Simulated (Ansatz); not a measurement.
The elements of this relaxed trial crystal are hidden behind letters.

```
lattice vectors (Å)
   6.1441    0.0000    0.0000
   0.0000    6.1441    0.0000
   0.0000    0.0000    4.3381
fractional positions
X 0.0000 0.0000 0.0000
X 0.5000 0.5000 0.0000
Z 0.5000 0.0000 0.5138
Z 0.0000 0.5000 0.4862
```

These are results of Ansatz, DFT PBE, scalar-relativistic, plane waves, PAW, not measurements. Cutoff 420 eV, Γ-centred 4×4×6 mesh (4-atom cell), Gaussian smearing of 0.02 eV, no spin polarisation.

| Quantity | Value |
| --- | --- |
| Space group | P4/nmm (No. 129) |
| Conventional cell | a = 6.144 Å, c = 4.338 Å |
| Volume per atom | 40.94 Å³ |
| Density | 3.37 g/cm³ |
| Formation energy | −1.433 eV/atom |
| Gap on the 4×4×6 mesh of the 4-atom cell | 3.25 eV |

Energies are uncorrected and count from the elements' standard states at the same level.

Q: X is an s-block element of period 4 and Z is a p-block element of period 5. Which elements are they?

A: X = K, Z = I, so the formula is KI. Density times volume gives a mean mass of 3.37 × 40.94/1.6605 = 83.1 u per atom, and this set has 83.0 u. Among the elements that the hints allow, noble gases aside, only these give it. K has 8 I at 3.73–3.80 Å and 6 K at 4.34 Å; around I lie 8 K at 3.73–3.80 Å and 6 I at 4.34–4.35 Å.

These runs have no spin–orbit coupling, which can matter for I. Kohn–Sham gaps at this level usually fall short of measured ones. The missing spin–orbit coupling can work the other way here. Symmetry constrained the relaxation, so the result can be a saddle point.
